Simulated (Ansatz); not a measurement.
# BaS (Fm-3m) in Ansatz: a series of runs

The runs below take BaS through elastic constants, band structure, with PBE, RPBE.

Everything below comes from runs of Ansatz 0.2.0. Logs are shortened: lines on timing, memory, paths and dates and some standing lists are left out, and cuts for length are marked.

**What was measured.**

A printed reference work, monograph, original work of 1988 reports, for a bulk crystal of BaS at 2 K: band gap 3.806 eV (indirect).

The results are compared with them further down.

## Step 1: Starting point

The structure is cubic, space group Fm-3m (No. 225). The conventional cell has a = 6.388 Å, b = 6.388 Å, c = 6.388 Å, α = 90.00°, β = 90.00°, γ = 90.00°. Around Ba (site symmetry m-3m) lie 6 S at 3.19 Å. S (site symmetry m-3m) is surrounded by 6 Ba at 3.19 Å.

## Step 2: Elastic constants, PBE

The input, input.yaml:

```yaml
crystal:
  lattice:
    - [0.0, 3.19375, 3.19375]
    - [3.19375, 0.0, 3.19375]
    - [3.19375, 3.19375, 0.0]
  atoms:
    - { symbol: Ba, position: [0.0, 0.0, 0.0] }
    - { symbol: S, position: [0.5, 0.5, 0.5] }
kpoints:
  mp_grid: { grid: [5, 5, 5] }
scf:
  occupations: { method: fermi_dirac, width: 0.05 }
hamiltonian:
  xc: pbe
  pseudopotentials: { kind: all_electron, lapw: { basis_error: 0.001 } }
output:
  forces: true
  stress: true
elastic:
  mode: clamped_ion
  stencil: two_point
```

Potentials or basis: all-electron LAPW, scalar-relativistic.

Launch:

```bash
ansatz run input.yaml --threads 1 --pin off --max-ram 3072MiB --backend cpu --events-out ev --progress --plain --runs-dir out
```

The log of the run:

```text
Warning: RAYON_NUM_THREADS=1 ignored (pool sized by the plan → 1); use --threads N
LAPW: plane waves up to 6.177 Å⁻¹, error target 1.0e-3 eV per atom; small_component_spin mean_spin; S in spheres of 1.468 Å, 14 of its electrons in bands, Dirac shells []; Ba in spheres of 1.630 Å, 28 of its electrons in bands, Dirac shells [] (how accurate: hamiltonian.pseudopotentials.lapw.basis_error, Limitations)
Engine: ansatz 0.2.0, aarch64-unknown-linux-gnu
Pseudopotentials: kind: all_electron
Pseudopotential: Ba, LAPW, valence charge 28, lapw/all_electron/scalar/gaussian/Ba, Koelling and Harmon's equation, gaussian nucleus
Pseudopotential: S, LAPW, valence charge 14, lapw/all_electron/scalar/gaussian/S, Koelling and Harmon's equation, gaussian nucleus
Functional definition: PBE
  parameter kappa = 0.804
  parameter beta = 0.06672455060314922
  exchange = pbe_x(kappa = kappa, mu = beta*pi^2/3)
  correlation = pbe_c(beta = beta)
Crystal: 2 atoms, lattice volume = 65.153 Å³
Basis set: ecut = 145.3505738730955 eV, 259 PW (Γ), exchange–correlation at level 2
Bands: 26, of which v1, the nominal top of the filled ones, is band 21 counted from 1 (20 counted from 0)
Symmetry: 48 space group operations
Space group: Fm-3m (ITA 225), of the structure as read, at distance tolerance 4.0e-5 Å
k-points: 10 of 125
Non-local potential: Ba, projectors of the file, none
Non-local potential: S, projectors of the file, none
Initial density: superposition of atomic densities (chi_scale 0.1, normalization cell, long waves kept (reshape's long-wave potential 0.00 eV rms))
Initial wavefunctions: plane waves of lowest kinetic energy (no species holds an atomic orbital)
Functional: x = pbe(κ = 0.804, μ = 0.2195149727645171), c = pbe(β = 0.06672455060314922)
iter 1 solved again at ethr=3.06e-3 eV; its pass at ethr=1.00e-1 eV (dr2=1.28e0 eV) is discarded
SCF iter   1: F=—  HF=-232239.652008 eV  |F-HF|=—  |Δ(HF+E_count)|=         —  Δρ=2.85e-2  dr2=1.28e0  ethr=3.06e-3  ⟨swp⟩=2.0  Hψ=1668  notcnv=0
preconditioner: auto → none  [insulator: Δε(μ)=3.281 eV  Ē_g=12.630 eV  σ=0.050 eV  W_gap=1.00  n_scr=14 (ndim 8)  ℏωp=17.2 eV  f_vac=0.000  D(μ)=0.00/eV (n_scr^D=0)  ε∞_Penn≈2.9]
iter 2 solved again at ethr=8.39e-5 eV; its pass at ethr=3.05e-3 eV (dr2=3.53e-2 eV) is discarded
SCF iter   2: F=—  HF=-232239.252126 eV  |F-HF|=—  |Δ(HF+E_count)|=   4.00e-1  Δρ=6.29e-3  dr2=3.53e-2  ethr=8.39e-5  ⟨swp⟩=2.0  Hψ=1465  notcnv=0
SCF iter   3: F=—  HF=-232239.203566 eV  |F-HF|=—  |Δ(HF+E_count)|=   4.86e-2  Δρ=4.84e-3  dr2=3.33e-2  ethr=8.39e-5  ⟨swp⟩=3.0  Hψ=926  notcnv=0
SCF iter   4: F=—  HF=-232239.215244 eV  |F-HF|=—  |Δ(HF+E_count)|=         —  Δρ=9.16e-4  dr2=1.07e-3  ethr=7.92e-5  ⟨swp⟩=2.1  Hψ=887  notcnv=0
the basis was enlarged: its passes take 94.7 KiB over the memory plan, 1 of 1 planned eigensolver slots
SCF iter   5: F=—  HF=-232239.216115 eV  |F-HF|=—  |Δ(HF+E_count)|=   8.71e-4  Δρ=1.61e-4  dr2=2.83e-5  ethr=2.56e-6  ⟨swp⟩=2.9  Hψ=861  notcnv=0
SCF iter   6: F=—  HF=-232239.216172 eV  |F-HF|=—  |Δ(HF+E_count)|=   5.73e-5  Δρ=2.23e-5  dr2=4.16e-7  ethr=6.74e-8  ⟨swp⟩=3.0  Hψ=895  notcnv=0
SCF iter   7: F=—  HF=-232239.216174 eV  |F-HF|=—  |Δ(HF+E_count)|=   1.68e-6  Δρ=3.61e-6  dr2=7.54e-9  ethr=9.91e-10  ⟨swp⟩=3.0  Hψ=912  notcnv=0
SCF iter   8: F=—  HF=-232239.216174 eV  |F-HF|=—  |Δ(HF+E_count)|=   5.36e-8  Δρ=5.57e-7  dr2=2.15e-10  ethr=1.79e-11  ⟨swp⟩=3.0  Hψ=916  notcnv=0
SCF iter   9: F=—  HF=-232239.216174 eV  |F-HF|=—  |Δ(HF+E_count)|=   1.02e-9  Δρ=3.82e-8  dr2=1.14e-12  ethr=4.51e-12 (applied; sched 1.00e-12)  ⟨swp⟩=3.0  Hψ=868  notcnv=0
SCF iter  10: F=-232239.216174 eV  HF=-232239.216174 eV  |F-HF|=8.73e-11  |Δ(HF+E_count)|=  1.16e-10  Δρ=5.30e-9  dr2=2.50e-14  ethr=4.35e-12 (applied; sched 1.00e-12)  ⟨swp⟩=2.0  Hψ=847  notcnv=0
SCF 1 converged in 10 iterations: F = -232239.216174 eV  dr2 = 2.50e-14
Crystal: 2 atoms, lattice volume = 65.022 Å³
Basis set: ecut = 145.54469821481408 eV, 259 PW (Γ), exchange–correlation at level 2
Symmetry: 16 space group operations
k-points: 18 of 125
Initial density: handed on by an earlier stage of this run
Initial wavefunctions: plane waves of lowest kinetic energy (no species holds an atomic orbital; no wavefunctions were taken with the density)
iter 1 solved again at ethr=2.55e-8 eV; its pass at ethr=1.00e-1 eV (dr2=1.07e-5 eV) is discarded
SCF iter   1: F=—  HF=-232239.215420 eV  |F-HF|=—  |Δ(HF+E_count)|=         —  Δρ=9.54e-5  dr2=1.13e-5  ethr=2.55e-8  ⟨swp⟩=6.9  Hψ=4240  notcnv=0
preconditioner: auto → none  [insulator: Δε(μ)=2.312 eV  Ē_g=12.302 eV  σ=0.050 eV  W_gap=1.00  n_scr=14 (ndim 8)  ℏωp=17.2 eV  f_vac=0.145  D(μ)=0.00/eV (n_scr^D=0)  ε∞_Penn≈3.0]
SCF iter   2: F=—  HF=-232239.215410 eV  |F-HF|=—  |Δ(HF+E_count)|=   1.04e-5  Δρ=3.29e-5  dr2=1.28e-6  ethr=2.55e-8  ⟨swp⟩=2.0  Hψ=1526  notcnv=0
SCF iter   3: F=—  HF=-232239.215409 eV  |F-HF|=—  |Δ(HF+E_count)|=   2.49e-7  Δρ=1.29e-5  dr2=2.32e-7  ethr=3.05e-9  ⟨swp⟩=3.0  Hψ=1561  notcnv=0
iter 4 solved again at ethr=9.05e-12 eV; its pass at ethr=5.53e-10 eV (dr2=3.80e-9 eV) is discarded
[... 31 lines left out ...]
SCF iter   7: F=-232239.216159 eV  HF=-232239.216159 eV  |F-HF|=1.46e-10  |Δ(HF+E_count)|=  4.37e-10  Δρ=4.67e-9  dr2=1.14e-14  ethr=4.30e-12 (applied; sched 1.00e-12)  ⟨swp⟩=2.0  Hψ=2291  notcnv=0
SCF 4 converged in 7 iterations: F = -232239.216159 eV  dr2 = 1.14e-14
iter 1 solved again at ethr=5.99e-9 eV; its pass at ethr=1.00e-1 eV (dr2=2.51e-6 eV) is discarded
SCF iter   1: F=—  HF=-232239.216164 eV  |F-HF|=—  |Δ(HF+E_count)|=         —  Δρ=3.03e-5  dr2=1.22e-6  ethr=5.99e-9  ⟨swp⟩=8.5  Hψ=6688  notcnv=0
SCF iter   2: F=—  HF=-232239.216158 eV  |F-HF|=—  |Δ(HF+E_count)|=   5.41e-6  Δρ=1.60e-5  dr2=2.67e-7  ethr=2.91e-9  ⟨swp⟩=2.9  Hψ=2324  notcnv=0
iter 3 solved again at ethr=5.01e-12 eV; its pass at ethr=6.35e-10 eV (dr2=2.11e-9 eV) is discarded
SCF iter   3: F=—  HF=-232239.216159 eV  |F-HF|=—  |Δ(HF+E_count)|=   3.19e-7  Δρ=1.83e-6  dr2=2.11e-9  ethr=5.01e-12  ⟨swp⟩=2.0  Hψ=3865  notcnv=0
SCF iter   4: F=—  HF=-232239.216159 eV  |F-HF|=—  |Δ(HF+E_count)|=   6.14e-9  Δρ=3.43e-7  dr2=1.48e-10  ethr=5.01e-12  ⟨swp⟩=3.0  Hψ=2469  notcnv=0
SCF iter   5: F=—  HF=-232239.216159 eV  |F-HF|=—  |Δ(HF+E_count)|=  6.98e-10  Δρ=1.30e-7  dr2=1.45e-11  ethr=4.30e-12 (applied; sched 1.00e-12)  ⟨swp⟩=2.0  Hψ=2291  notcnv=0
SCF iter   6: F=—  HF=-232239.216159 eV  |F-HF|=—  |Δ(HF+E_count)|=  4.37e-10  Δρ=3.08e-8  dr2=5.79e-13  ethr=4.30e-12 (applied; sched 1.00e-12)  ⟨swp⟩=2.0  Hψ=2291  notcnv=0
SCF iter   7: F=-232239.216159 eV  HF=-232239.216159 eV  |F-HF|=2.91e-11  |Δ(HF+E_count)|=  5.82e-11  Δρ=4.00e-9  dr2=7.89e-15  ethr=4.30e-12 (applied; sched 1.00e-12)  ⟨swp⟩=2.0  Hψ=2291  notcnv=0
SCF 5 converged in 7 iterations: F = -232239.216159 eV  dr2 = 7.89e-15
SCF converged after 10 iterations
Free energy (F): -232239.216174 eV
Harris-Foulkes:  -232239.216174 eV  (|F-HF|=8.73e-11)
Internal energy: -232239.216174 eV  (E = F + TS)
E sigma→0 (E₀):  -232239.216174 eV
Fermi energy:    8.987196 eV
--- Per-component energies (eV) ---
  E_band       = -3434.045825
  E_kinetic    = 246791.505563
  E_xc         = -6093.413653
  E_electrostatic = -472937.308084  (all electrons and nuclei)
  E_smearing   = -0.000000  (= −TS)
  E_closure    = 0.000000  (closes the sum)
  E_atoms      = -232228.982511  (free atoms, spherical and without spin; not in F)
  Σ components = -232239.216174   (vs F -232239.216174, Δ=0.00e0)
  Basis errors (estimates in eV, not in F): energy 4.6e-4 per atom: plane waves 4.2e-4 (2.3e-4 summed), levels above the bands 1.2e-34, relativity 5.2e-8, radial functions 3.6e-5, core shells 2.4e-11; eigenvalues (radial functions only) 8.3e-6; not estimated: angular momenta, meshes, grids; target (lapw.basis_error) 1.0e-3; muffin-tin radii S 1.468 Å, Ba 1.630 Å
--- Forces (eV/Å), atoms counted from 1 ---
  atom   1  Ba    -0.00000000    -0.00000000    -0.00000000
  atom   2  S      0.00000000    -0.00000000    -0.00000000
  max |Σ_I F_I| component: 1.12e-30 eV/Å
--- Stress (GPa, compression-positive) ---
        0.840624       0.000000      -0.000000
        0.000000       0.840624       0.000000
       -0.000000       0.000000       0.840624
  P = ⅓ Tr σ = 0.8406 GPa (8.406 kbar)
--- Band table (eV; the first three rows and the last of 10) ---
  k-point 0: bands = ["-227.9735", "-195.2368", "-165.0932", "-165.0932", "-165.0932", "-140.0082", "-140.0082", "-140.0082", "-73.8774", "-73.8774", "-73.8774", "-73.8694", "-73.8694", "-18.1101", "-3.1702", "-3.1702", "-3.1702", "-2.4575", "7.8317", "7.8317", "7.8317", "11.5205", "11.7973", "11.7973", "11.7973", "12.7190"]
  k-point 1: bands = ["-227.9735", "-195.2368", "-165.0932", "-165.0932", "-165.0932", "-140.0082", "-140.0082", "-140.0082", "-73.8774", "-73.8774", "-73.8774", "-73.8694", "-73.8694", "-18.0946", "-3.7553", "-3.1835", "-3.1835", "-1.8428", "7.0195", "7.4112", "7.4112", "11.8411", "12.3464", "12.3464", "12.8038", "13.7327"]
  k-point 2: bands = ["-227.9735", "-195.2368", "-165.0932", "-165.0932", "-165.0932", "-140.0082", "-140.0082", "-140.0082", "-73.8774", "-73.8774", "-73.8774", "-73.8694", "-73.8694", "-18.0694", "-4.2604", "-3.2047", "-3.2047", "-1.2846", "6.1091", "6.8950", "6.8950", "12.6931", "13.7448", "13.7448", "14.0008", "15.7241"]
  k-point 9: bands = ["-227.9735", "-195.2368", "-165.0932", "-165.0932", "-165.0932", "-140.0082", "-140.0082", "-140.0082", "-73.8774", "-73.8774", "-73.8774", "-73.8694", "-73.8694", "-18.0549", "-3.8951", "-3.4457", "-3.3766", "-1.7471", "6.7342", "7.1703", "7.4510", "11.5635", "13.0301", "14.0516", "14.9467", "15.3381"]
--- Elastic constants: 2 strain directions × 2 members + reference (group order 48) ---
  dense FFT box of the reference and of every strained cell: 18×18×18
  strains applied: 11, 23; error gains: componentwise 1.00 (the most a stress slope's error grows in a printed constant), spectral 1.73 (1 for all six strains in a standard setting)
  C = ∂σ_k/∂η_j (tension-positive GPa; Voigt order 11 22 33 23 13 12):
        98.806     18.793     18.793      0.000     -0.000     -0.000
        18.793     98.806     18.793     -0.000      0.000     -0.000
        18.793     18.793     98.806     -0.000      0.000      0.000
         0.000     -0.000     -0.000     18.459     -0.000     -0.000
        -0.000      0.000     -0.000      0.000     18.459      0.000
        -0.000      0.000      0.000      0.000     -0.000     18.459
  reference stress σ⁰ (GPa):     -0.841     -0.841     -0.841     -0.000      0.000     -0.000
  no Pulay correction (none for the plane-wave cutoff is built on LAPW): the batch's stresses and constants are at fixed plane waves
  C* (energy form; C + prestress term) asymmetry max|C*_kj − C*_jk| = 1.066e-14 GPa — a small one proves nothing (zero by symmetry where the batch's group is 432, −43m or m−3m); a large one is finite-difference/SCF noise where every solve meets its electron count
  moduli (Voigt/Reuss/Hill, GPa): K = 45.46/45.46/45.46   G = 27.08/23.53/25.30   E = 64.03   ν = 0.265
  mechanically stable: yes (min eigenvalue of sym C = 18.46 GPa)
  where every solve meets its electron count the energy-path curvature estimates C_jj along a normal strain and C_jj − ¼(σ⁰_aa + σ⁰_bb) along a shear (ab), closely only under elastic.basis: deformed
  strain η (Voigt 11):  stress-route row diagonal C_11 = 98.81 GPa, energy-path curvature d²(F+E_count)/dδ²/Ω₀ = 98.80 GPa
         δ    σ_11 (GPa)             F (eV)   n_scf  n_hpsi   n_pw
    -2.000e-3      -1.0408     -232239.2154093       7   14760    274
     2.000e-3      -0.6456     -232239.2167781       8   16238    274
  strain η (Voigt 23):  stress-route row diagonal C_44 = 18.46 GPa, energy-path curvature d²(F+E_count)/dδ²/Ω₀ = 18.87 GPa
         δ    σ_23 (GPa)             F (eV)   n_scf  n_hpsi   n_pw
    -2.000e-3      -0.0369     -232239.2161587       7   22523    274
     2.000e-3       0.0369     -232239.2161587       7   22601    274
```

Wall time 18 s (1 thread of Arm Neoverse V2, shared host); peak memory 0.27 GiB.

Results:

| Quantity | Value |
| --- | --- |
| Free energy | -232239.2162 eV |
| Pressure | 0.8 GPa |
| Band gap on the k mesh | 2.32 eV, indirect (least direct gap 2.44 eV) |
| Clamped-ion elastic constants C11, C12, C44 | 99, 19, 18 GPa |
| Voigt bulk modulus | 45 GPa |

Levels at points of the mesh, in eV from the valence-band top:
| k point | band 18 | band 19 | band 20 | band 21 | band 22 | band 23 | band 24 | band 25 |
| --- | --- | --- | --- | --- | --- | --- | --- | --- |
| (0.00, 0.00, 0.00) | -10.29 | 0.00 | 0.00 | 0.00 | 3.69 | 3.97 | 3.97 | 3.97 |

Elastic tensor in Voigt notation (GPa, ions clamped, in the Cartesian axes of the cell as first typed):
```
99 19 19  0  0  0
19 99 19  0  0  0
19 19 99  0  0  0
 0  0  0 18  0  0
 0  0  0  0 18  0
 0  0  0  0  0 18
```

Caveat: spin-orbit coupling is left out, which moves the levels of the heavy elements; an odd mesh through Γ misses points on the zone boundary, where band edges often lie.

## Step 3: Band structure, RPBE

The input, input.yaml:

```yaml
crystal:
  lattice:
    - [0.0, 3.19375, 3.19375]
    - [3.19375, 0.0, 3.19375]
    - [3.19375, 3.19375, 0.0]
  atoms:
    - { symbol: Ba, position: [0.0, 0.0, 0.0] }
    - { symbol: S, position: [0.5, 0.5, 0.5] }
kpoints:
  mp_grid: { grid: [7, 7, 7] }
  band_path:
    path:
      - [0.0, 0.0, 0.0]
      - [0.5, 0.0, 0.5]
      - [0.5, 0.25, 0.75]
      - [0.375, 0.375, 0.75]
      - [0.0, 0.0, 0.0]
      - [0.5, 0.5, 0.5]
      - [0.625, 0.25, 0.625]
      - [0.5, 0.25, 0.75]
    npoints: 12
scf:
  occupations: { method: fermi_dirac, width: 0.05 }
hamiltonian:
  xc: rpbe
  pseudopotentials: { kind: all_electron, lapw: { basis_error: 0.001 } }
output:
  forces: true
  stress: true
  eigenvalues: true
```

Potentials or basis: all-electron LAPW, scalar-relativistic.

Launch:

```bash
ansatz run input.yaml --threads 1 --pin off --max-ram 3072MiB --backend cpu --events-out ev --progress --plain --runs-dir out
```

Run time: 8.7 s. Hardware: 1 thread of Arm Neoverse V1, shared host; peak memory 0.24 GiB.

It converged, with:

```
Free energy             : -232252.3066 eV
Pressure                : 2.4 GPa
Band gap on the k mesh  : 2.41 eV, indirect (least direct gap 2.52 eV)
Band gap along the path : 2.35 eV, indirect (least direct gap 2.46 eV)
```

Levels at the corners of the path, in eV from the valence-band top:
| point | band 18 | band 19 | band 20 | band 21 | band 22 | band 23 | band 24 | band 25 |
| --- | --- | --- | --- | --- | --- | --- | --- | --- |
| Γ | -10.27 | 0.00 | 0.00 | 0.00 | 3.92 | 4.07 | 4.07 | 4.07 |
| X | -10.19 | -0.43 | -0.10 | -0.10 | 2.35 | 6.04 | 6.23 | 7.64 |
| W | -9.65 | -1.04 | -0.41 | -0.41 | 4.42 | 4.42 | 6.42 | 6.98 |
| K | -9.69 | -0.86 | -0.55 | -0.45 | 3.48 | 6.04 | 6.72 | 6.81 |
| Γ | -10.27 | 0.00 | 0.00 | 0.00 | 3.92 | 4.07 | 4.07 | 4.07 |
| L | -9.05 | -1.80 | -1.00 | -1.00 | 5.73 | 5.75 | 6.48 | 6.48 |
| U | -9.69 | -0.86 | -0.55 | -0.45 | 3.48 | 6.04 | 6.72 | 6.81 |
| W | -9.65 | -1.04 | -0.41 | -0.41 | 4.42 | 4.42 | 6.42 | 6.98 |

Caveat: spin-orbit coupling is left out, which moves the levels of the heavy elements.

## Step 4: Comparison with measurements

Step 2. The gap isn't set beside the deposited one, since this odd mesh misses points on the zone boundary.

Step 3. Measured gap of BaS: 3.806 eV (indirect; 2 K; a printed reference work, monograph, original work of 1988). This calculation gives 2.35 eV (-1.45 eV). Spin-orbit coupling on Ba is left out. The value is that of RPBE, without temperature or zero-point motion. Semilocal functionals fall short of measured gaps as a rule.
